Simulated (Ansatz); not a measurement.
Ge:

```xyz
4
Lattice="3.9976 0.0000 0.0000 -1.9988 3.4620 0.0000 0.0000 0.0000 6.5994" Properties=species:S:1:pos:R:3 pbc="T T T"
Ge    0.0000    2.3080    6.1843
Ge    1.9988    1.1540    2.8846
Ge    0.0000    2.3080    3.7148
Ge    1.9988    1.1540    0.4151
```

This isn't the form of Ge at room conditions, which is diamond.

```yaml
Program: Ansatz 0.2.0
Task: relaxation of cell and atoms
Functional: PBE
Potentials_or_basis: Ansatz PAW
Cutoff: "420 eV (not typed: the program's choice for these potentials)"
k_mesh: 6 × 6 × 3
Occupations: fermi-dirac, width 0.05 eV
Spin: no spin polarisation
```

At the start: volume 22.83 Å³/atom.

Question: Where does the relaxation end?

Answer: It ends after 5 steps and the volume is 23.94 Å³/atom (+4.8 %); space group P6_3/mmc (No. 194, to 0.05 Å).

The path:
| step | energy change (eV) | largest force (eV/Å) | volume (Å³) |
| --- | --- | --- | --- |
| 1 | 0.0000 | 0.0275 | 91.33 |
| 2 | -0.0392 | 0.0204 | 94.91 |
| 3 | -0.0404 | 0.0105 | 95.72 |
| 4 | -0.0405 | 0.0013 | 95.76 |
| 5 | -0.0412 | 0.0013 | 95.76 |

Final structure:
```cif
data_structure
_symmetry_space_group_name_H-M 'P 1'
_symmetry_Int_Tables_number 1
_cell_length_a 4.0665
_cell_length_b 4.0665
_cell_length_c 6.6864
_cell_angle_alpha 90.000
_cell_angle_beta 90.000
_cell_angle_gamma 120.000
_cell_volume 95.76
loop_
_atom_site_label
_atom_site_type_symbol
_atom_site_fract_x
_atom_site_fract_y
_atom_site_fract_z
_atom_site_occupancy
Ge1 Ge 0.33333 0.66667 0.93730 1
Ge2 Ge 0.66667 0.33333 0.43730 1
Ge3 Ge 0.33333 0.66667 0.56270 1
Ge4 Ge 0.66667 0.33333 0.06270 1
```

Caveat: the plane-wave basis is chosen anew once the cell has moved, so the energies of steps on either side of that aren't comparable.
